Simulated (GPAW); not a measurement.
Here is a GPAW 26.7.0 calculation.

The input run.py:

```python
from ase.dft.bandgap import bandgap
from ase.io import write
from ase.spacegroup import crystal
from ase.units import GPa
from gpaw import GPAW, PW, setup_paths

setup_paths.insert(0, '.')

# Al 4a
atoms = crystal(['Al'],
                basis=[[0.0, 0.0, 0.0]],
                spacegroup=225, setting=1,  # Fm-3m
                cellpar=[4.04961, 4.04961, 4.04961, 90.0, 90.0, 90.0],
                primitive_cell=True)

calc = GPAW(mode=PW(600),
            xc='PBEsol',
            kpts={'size': (11, 11, 11), 'gamma': True},
            occupations={'name': 'fermi-dirac', 'width': 0.05},
            nbands=7,
            convergence={'density': 1e-05, 'energy': 1e-05},
            maxiter=150,
            txt='gpaw.txt')
atoms.calc = calc
energy = atoms.get_potential_energy()
forces = atoms.get_forces()
stress = atoms.get_stress()
calc.write('gs.gpw')
write('result.traj', atoms)
print(f'Energy: {energy:.6f} eV')
print('Forces (eV/A):')
print(forces.round(4))
print('Stress (GPa):', (stress / GPa).round(3))
print('Fermi level:', round(calc.get_fermi_level(), 4), 'eV')
print(f'Gap: {bandgap(calc)[0]:.4f} eV, direct: {bandgap(calc, direct=True)[0]:.4f} eV')

path = atoms.cell.bandpath('GXWKGLUWLK,UX', npoints=60, eps=1e-4)
bs_calc = calc.fixed_density(kpts=path, symmetry='off', nbands=13,
                             convergence={'bands': 'CBM+6.0', 'eigenstates': 1e-6}, txt='bands.txt')
bs = bs_calc.band_structure()
bs.write('bs.json')
print(f'Gap on the path: {bandgap(bs_calc)[0]:.4f} eV')
```

Potentials or basis: PAW data sets generated in the run's folder for this functional, pw.

Launch:

```console
$ gpaw-setup -f PBEsol Al
$ OMP_NUM_THREADS=1 python run.py
```

Problem. What does it give for the band gap along the path?

Solution. None (metal or under the smearing width).

Problem. Predict the pressure.

Solution. -1.8 GPa.

Levels at the corners of the path, in eV from the Fermi level:
| point | band 1 | band 2 | band 3 | band 4 | band 5 |
| --- | --- | --- | --- | --- | --- |
| Γ | -11.10 | 12.58 | 12.58 | 12.58 | 14.00 |
| X | -2.92 | -1.62 | 5.25 | 5.56 | 5.56 |
| W | -0.85 | -0.85 | 0.16 | 1.06 | 15.80 |
| K | -1.88 | -1.36 | -0.42 | 6.52 | 8.17 |
| Γ | -11.10 | 12.58 | 12.58 | 12.58 | 14.00 |
| L | -4.58 | -4.38 | 11.33 | 11.33 | 11.41 |
| U | -1.88 | -1.36 | -0.42 | 6.52 | 8.17 |
| W | -0.85 | -0.85 | 0.16 | 1.06 | 15.80 |
| L | -4.58 | -4.38 | 11.33 | 11.33 | 11.41 |
| K | -1.88 | -1.36 | -0.42 | 6.52 | 8.17 |
| U | -1.88 | -1.36 | -0.42 | 6.52 | 8.17 |
| X | -2.92 | -1.62 | 5.25 | 5.56 | 5.56 |
